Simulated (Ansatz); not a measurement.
Deforming CdS

```
Cd S
1.0
     0.00000    2.94295    2.94295
     2.94295    0.00000    2.94295
     2.94295    2.94295    0.00000
Cd S
1 1
Direct
  0.00000 0.00000 0.00000
  0.75000 0.75000 0.75000
```

Atom numbers follow the list: Cd1, S2.

Structure from Materials Project entry mp-2469 (possibly hypothetical), not relaxed further.

The calculation used DFT, PBE, all-electron LAPW, scalar-relativistic (Ansatz 0.2.0).

Numerical set-up: a Γ-centred 7×7×7 k mesh, Fermi–Dirac smearing of 0.02 eV, basis error target 0.5 meV/atom, no spin polarisation.

The unchanged cell is at 1.19 GPa.

Semilocal functionals give too small gaps.

x, y and z are the Cartesian axes of the cell as listed; fractional coordinates follow a strain, and an engineering shear is twice the off-diagonal strain component.

Problem. With this change (equal xy, yz and zx engineering shear strains of -3 %), what becomes of the energy and stress and forces and gap?

Solution. Energy change +11 meV/atom; stress change (xx, yy, zz, yz, xz, xy) 0.25, 0.25, 0.25, 1.61, 1.61, 1.61 GPa, compression positive; change of the force on Cd1 (0.214, 0.214, 0.214) eV/Å; gap on the k mesh 1.09 → 1.02 eV.

Problem. With this change (equal xy, yz and zx engineering shear strains of -1 %), what becomes of the energy and stress and forces and gap?

Solution. Energy change +1 meV/atom; stress change (xx, yy, zz, yz, xz, xy) 0.03, 0.03, 0.03, 0.51, 0.51, 0.51 GPa, compression positive; change of the force on Cd1 (0.063, 0.063, 0.063) eV/Å; gap on the k mesh 1.09 → 1.06 eV.

Problem. With this change (equal xy, yz and zx engineering shear strains of +2 %), what becomes of the energy and stress and forces and gap?

Solution. Energy change +5 meV/atom; stress change (xx, yy, zz, yz, xz, xy) 0.10, 0.10, 0.10, -0.94, -0.94, -0.94 GPa, compression positive; change of the force on Cd1 (-0.107, -0.107, -0.107) eV/Å; gap on the k mesh 1.09 → 1.06 eV.

Problem. With this change (equal xy, yz and zx engineering shear strains of -2 %), what becomes of the energy and stress and forces and gap?

Solution. Energy change +5 meV/atom; stress change (xx, yy, zz, yz, xz, xy) 0.11, 0.11, 0.11, 1.04, 1.04, 1.04 GPa, compression positive; change of the force on Cd1 (0.135, 0.135, 0.135) eV/Å; gap on the k mesh 1.09 → 1.04 eV.

Problem. With this change (equal xy, yz and zx engineering shear strains of +1 %), what becomes of the energy and stress and forces and gap?

Solution. Energy change +1 meV/atom; stress change (xx, yy, zz, yz, xz, xy) 0.03, 0.03, 0.03, -0.48, -0.48, -0.48 GPa, compression positive; change of the force on Cd1 (-0.056, -0.056, -0.056) eV/Å; gap on the k mesh 1.09 → 1.07 eV.

With equal xy, yz and zx engineering shear strains of +3 %: energy change +10 meV/atom; stress change (xx, yy, zz, yz, xz, xy) 0.22, 0.22, 0.22, -1.37, -1.37, -1.37 GPa, compression positive; change of the force on Cd1 (-0.152, -0.152, -0.152) eV/Å; gap on the k mesh 1.09 → 1.04 eV.
